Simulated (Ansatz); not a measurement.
# BaTe, relaxed from a wurtzite start to space group P6_3/mmc (read at 0.02 Å)

Level of theory: DFT, PBE, scalar-relativistic, no spin polarisation; plane waves to 420 eV with PAW datasets (Ansatz 0.2.0), Γ-centred 8×8×4 mesh, 0.05 eV Gaussian smearing; PAW files: Ansatz's generated set soft_2.

```cif
data_structure
_symmetry_space_group_name_H-M 'P6_3/mmc'
_symmetry_Int_Tables_number 194
_cell_length_a 5.9702
_cell_length_b 5.9702
_cell_length_c 7.0024
_cell_angle_alpha 90.000
_cell_angle_beta 90.000
_cell_angle_gamma 120.000
_cell_volume 216.15
loop_
_atom_site_label
_atom_site_type_symbol
_atom_site_symmetry_multiplicity
_atom_site_Wyckoff_symbol
_atom_site_fract_x
_atom_site_fract_y
_atom_site_fract_z
_atom_site_occupancy
Ba1 Ba 2 c 0.66667 0.33333 0.75000 1
Te1 Te 2 d 0.66667 0.33333 0.25000 1
```

This is a trial structure: the heavier alkaline earths' oxides and chalcogenides take the rock-salt structure.

The cell above was scaled in volume, and shape and atoms were relaxed at each volume within its symmetry. Energies are counted from the cell above.

Cell and atoms are those of this level's equilibrium.

| V (Å³/atom) | ΔE (meV/atom) | P (GPa) | gap on the mesh (eV) |
| --- | --- | --- | --- |
| 51.07 | 12.7 | 1.4 | 1.91 |
| 51.88 | 6.6 | 1.0 | 1.93 |
| 52.96 | 1.7 | 0.5 | 1.97 |
| 54.04 | 0.0 | 0.0 | 2.00 |
| 55.12 | 1.3 | -0.4 | 2.03 |
| 56.20 | 5.2 | -0.8 | 2.05 |
| 57.82 | 15.5 | -1.3 | 2.08 |
| 59.44 | 30.4 | -1.7 | 2.11 |

What do the points give for the equilibrium volume, the bulk modulus and its pressure derivative (third-order Birch–Murnaghan)?

V0 = 54.09 Å³/atom, B0 = 22 GPa, B0′ = 4.4.

B0·V0 = 21.8 GPa × 54.09 Å³ = 7.35 eV/atom sets the scale: near the minimum ΔE ≈ ½ B0 V0 x², with x = V/V0 − 1, and a pressure of 0.22 GPa squeezes the volume by about 1 %. At the ends of the curve: x = −5.6 % predicts 11.5 meV/atom and the run gives 12.7; x = +9.9 % predicts 36.0 meV/atom and the run gives 30.4. The lopsidedness is anharmonic: atoms resist being pushed together more than being pulled apart.

Kohn–Sham gaps of semilocal functionals lie under measured ones, often by a third or more. Scalar-relativistic only: spin–orbit splittings of the heavy atoms' levels are missing.
